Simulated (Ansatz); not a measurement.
## HfO2 — quadrupolar parameters

The cell is a COD entry, ions relaxed with PBE at fixed cell.

Space group P2_1/c (No. 14); a = 5.1180, b = 5.1857, c = 5.2841 Å, β = 99.35°.

| site | Wyckoff | site symmetry | x | y | z |
| --- | --- | --- | --- | --- | --- |
| Hf | 4e | 1 | 0.2767 | 0.0419 | 0.2081 |
| O5 | 4e | 1 | 0.4466 | 0.7584 | 0.4803 |
| O9 | 4e | 1 | 0.0726 | 0.3393 | 0.3389 |

One atom of each set is listed.

Computed with Ansatz: DFT, PBE, plane waves and PAW, with spin–orbit coupling, 420 eV cutoff, Γ-centred 6×6×6 k-points, Fermi–Dirac smearing 0.02 eV.

Conventions: |V_zz| ≥ |V_yy| ≥ |V_xx|, η = (V_xx − V_yy)/V_zz, C_Q = eQV_zz/h. ν_Q = 3|C_Q|/[2I(2I − 1)].

¹⁷⁹Hf: I = 9/2, Q = 3793 mb; O-17: I = 5/2, Q = -25.58 mb. Q values from Pyykkö, Mol. Phys. 116, 1328 (2018).

**Question.** Which values are expected at the nuclei?

**Answer.** 

```tsv
site	atoms	first shell	C_Q (MHz)	η	ν_Q (MHz)
Hf	4	7 O at 2.04–2.24 Å	1176	0.16	49.0
O5	4	4 Hf at 2.14–2.24 Å	0.660	1.00	0.099
O9	4	3 Hf at 2.04–2.15 Å	0.833	0.87	0.125
```

At this cell the principal stresses reach 5 GPa in size with PBE, which can matter for small gradients. Where η is near 1 the sign of V_zz means little.
